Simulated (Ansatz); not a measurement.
Write the native input for Ansatz 0.2.0 that does the following.

```yaml
Task: relaxation of cell and atoms
Functional: PBEsol
Dispersion: D3(BJ)-ATM
Potentials_or_basis: Ansatz PAW
Cutoff: "420 eV (not typed: the program's choice for these potentials)"
k_mesh: 6 × 6 × 3
Occupations: fermi-dirac, width 0.05 eV
Spin: no spin polarisation
```

Crystal: SiO2.

```
Si O
1.0
     5.06907    0.00000    0.00000
    -2.53454    4.38995    0.00000
     0.00000    0.00000    8.55849
Si O
4 8
Direct
  0.33333 0.66667 0.43713
  0.33333 0.66667 0.06287
  0.66667 0.33333 0.56287
  0.66667 0.33333 0.93713
  0.42126 0.00000 0.00000
  0.33333 0.66667 0.25000
  0.66667 0.33333 0.75000
  0.00000 0.57874 0.50000
  0.57874 0.57874 0.00000
  0.57874 0.00000 0.50000
  0.42126 0.42126 0.50000
  0.00000 0.42126 0.00000
```

The cell comes from a database or a generator and needn't be the stable form of this composition.

The input as run:

input.yaml

```yaml
crystal:
  lattice:
    - [5.0690738885, 0.0, 0.0]
    - [-2.5345369442, 4.3899467611, 0.0]
    - [0.0, 0.0, 8.55848854]
  atoms:
    - { symbol: Si, position: [0.3333333333, 0.6666666667, 0.4371258] }
    - { symbol: Si, position: [0.3333333333, 0.6666666667, 0.0628742] }
    - { symbol: Si, position: [0.6666666667, 0.3333333333, 0.5628742] }
    - { symbol: Si, position: [0.6666666667, 0.3333333333, 0.9371258] }
    - { symbol: O, position: [0.421258745, 0.0, 0.0] }
    - { symbol: O, position: [0.3333333333, 0.6666666667, 0.25] }
    - { symbol: O, position: [0.6666666667, 0.3333333333, 0.75] }
    - { symbol: O, position: [0.0, 0.578741255, 0.5] }
    - { symbol: O, position: [0.578741255, 0.578741255, 0.0] }
    - { symbol: O, position: [0.578741255, 0.0, 0.5] }
    - { symbol: O, position: [0.421258745, 0.421258745, 0.5] }
    - { symbol: O, position: [0.0, 0.421258745, 0.0] }
hamiltonian:
  xc: pbesol
  pseudopotentials: { kind: paw }
  dispersion: d3bjatm
kpoints:
  mp_grid: { grid: [6, 6, 3] }
scf:
  occupations: { method: fermi_dirac, width: 0.05 }
output:
  forces: true
  stress: true
  eigenvalues: true
relax:
  f_tol: 0.01
  max_steps: 40
  cell: { stress_tol: 0.05 }
```

Potentials or basis: Ansatz PAW.

The run is started by

```sh
$ ansatz run input.yaml --threads 4 --pin off --max-ram 11264MiB --backend cpu --events-out ev --progress --plain --runs-dir out
```

It gave:

```yaml
Relaxed_volume: 15.44 Å³/atom
Relaxed_cell: a = 4.992 Å, b = 4.992 Å, c = 8.587 Å, α = 90.00°, β = 90.00°, γ = 120.00°
Space_group_after_relaxing_to_0.05_Å: P6_322 (No. 182)
Energy_gained_by_relaxing: 2.8 meV/atom
Ionic_steps: 10
Pressure_after_relaxing: 0.0 GPa
Band_gap_on_the_k_mesh: 5.59 eV, indirect (least direct gap 5.64 eV)
```

Caveat: odd divisions of the mesh miss points on the zone boundary, where band edges often lie, so the gap on the mesh can be too wide; the plane-wave basis is chosen anew once the cell has moved, so the energies of steps on either side of that aren't comparable; the pressure holds a Pulay correction of +0.5 GPa for the finite cutoff; the PAW data sets come from PBE, with cores solved anew for the run's functional, which leaves a small shift of forces and pressure.

Run time: 32 s on 4 threads of Arm Neoverse V2, with other jobs on the host, peak memory 0.53 GiB.
